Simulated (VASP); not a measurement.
Here is a VASP 6.6.1 calculation.

File POSCAR:

```
MgS
1.0
    0.0000000000      2.6016500000      2.6016500000
    2.6016500000      0.0000000000      2.6016500000
    2.6016500000      2.6016500000      0.0000000000
S Mg
1 1
Direct
    0.5000000000      0.5000000000      0.5000000000
    0.0000000000      0.0000000000      0.0000000000
```

INCAR.step1

```
SYSTEM = MgS
ALGO     = Normal         ! electronic algorithm
EDIFF    = 1E-5           ! SCF threshold, eV
ENCUT    = 520            ! plane-wave cutoff, eV
GGA      = PE             ! functional
ISIF     = 2              ! what is computed and relaxed
ISMEAR   = 0              ! smearing method
KPAR     = 4            
LASPH    = .TRUE.         ! aspherical terms in the spheres
LCHARG   = .FALSE.        ! write CHGCAR
LREAL    = .FALSE.        ! projectors in reciprocal space
LWAVE    = .TRUE.         ! write WAVECAR
NBANDS   = 11             ! bands
NELM     = 100            ! most SCF steps
PREC     = Accurate       ! precision mode
SIGMA    = 0.02           ! smearing width, eV
```

Contents of INCAR.step2:

```
SYSTEM = MgS
ALGO     = Normal         ! electronic algorithm
EDIFF    = 1E-6           ! SCF threshold, eV
ENCUT    = 520            ! plane-wave cutoff, eV
GGA      = PE             ! functional
HFSCREEN = 0.3            ! screening, 1/A
ISIF     = 2              ! what is computed and relaxed
ISMEAR   = 0              ! smearing method
ISTART   = 1            
KPAR     = 4            
LASPH    = .TRUE.         ! aspherical terms in the spheres
LCHARG   = .FALSE.        ! write CHGCAR
LHFCALC  = .TRUE.         ! exact exchange
LREAL    = .FALSE.        ! projectors in reciprocal space
LWAVE    = .FALSE.        ! write WAVECAR
NBANDS   = 11             ! bands
NELM     = 100            ! most SCF steps
PREC     = Accurate       ! precision mode
PRECFOCK = Fast         
SIGMA    = 0.02           ! smearing width, eV
```

The input KPOINTS:

```
k-points
0
G
  6 6 6
  0 0 0
```

The input KPOINTS_OPT:

```
path GXWKGLUWLK,UX
10
line-mode
reciprocal
 0.0000000000  0.0000000000  0.0000000000  G
 0.5000000000  0.0000000000  0.5000000000  X

 0.5000000000  0.0000000000  0.5000000000  X
 0.5000000000  0.2500000000  0.7500000000  W

 0.5000000000  0.2500000000  0.7500000000  W
 0.3750000000  0.3750000000  0.7500000000  K

 0.3750000000  0.3750000000  0.7500000000  K
 0.0000000000  0.0000000000  0.0000000000  G

 0.0000000000  0.0000000000  0.0000000000  G
 0.5000000000  0.5000000000  0.5000000000  L

 0.5000000000  0.5000000000  0.5000000000  L
 0.6250000000  0.2500000000  0.6250000000  U

 0.6250000000  0.2500000000  0.6250000000  U
 0.5000000000  0.2500000000  0.7500000000  W

 0.5000000000  0.2500000000  0.7500000000  W
 0.5000000000  0.5000000000  0.5000000000  L

 0.5000000000  0.5000000000  0.5000000000  L
 0.3750000000  0.3750000000  0.7500000000  K

 0.6250000000  0.2500000000  0.6250000000  U
 0.5000000000  0.0000000000  0.5000000000  X
```

Potentials or basis: VASP PAW PBE potentials, release 64 (S, Mg).

The run is started by

```sh
$ cat potpaw_PBE.64/S/POTCAR potpaw_PBE.64/Mg/POTCAR > POTCAR
$ cp INCAR.step1 INCAR
$ mpirun -np 4 vasp_std > vasp.out
$ cp INCAR.step2 INCAR
$ mpirun -np 4 vasp_std > vasp.out
```

(1) Predict the pressure.

(2) What does it give for the band gap along the path?

(3) Estimate the band gap on the k mesh.

Results:

(1) -0.6 GPa.

(2) 3.54 eV, indirect (least direct gap 4.59 eV).

(3) 3.54 eV, indirect (least direct gap 4.59 eV).

Caveat: the PAW data sets were made with another functional, which shifts forces and pressure a little.
